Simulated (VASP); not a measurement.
Here is a VASP 6.6.1 calculation.

Contents of INCAR:

```
PREC     = Accurate       # precision mode
ENCUT    = 520            # plane-wave cutoff, eV
EDIFF    = 1E-7           # SCF threshold, eV
ISMEAR   = -1             # smearing method
SIGMA    = 0.05           # smearing width, eV
LREAL    = False          # projectors in reciprocal space
LASPH    = True           # aspherical terms in the spheres
NELM     = 100            # most SCF steps
ALGO     = Fast           # electronic algorithm
ISIF     = 2              # what is computed and relaxed
LWAVE    = False          # write WAVECAR
LCHARG   = False          # write CHGCAR
LDIPOL   = True         
IDIPOL   = 3            
DIPOL    = 0.5 0.5 0.294
GGA      = PE             # functional
NBANDS   = 11             # bands
```

KPOINTS

```
regular mesh
0
Gamma
  10 10 1
```

The input POSCAR:

```
Hf
1.0
    2.9335200000      0.0000000000      0.0000000000
   -1.4667600000      2.5405000000      0.0000000000
    0.0000000000      0.0000000000     23.8000000000
Hf
1
Direct
    0.0000000000      0.0000000000      0.2941200000
```

Potentials or basis: VASP PAW PBE potentials, release 64 (Hf_pv).

The run is started by

```sh
$ cat potpaw_PBE.64/Hf_pv/POTCAR > POTCAR
$ mpirun -np 1 vasp_std > vasp.out
```

Task: What does it give for the band gap on the k mesh?

Result: None (metal or under the smearing width).

Spin-orbit coupling is left out, which matters for the levels of Hf.
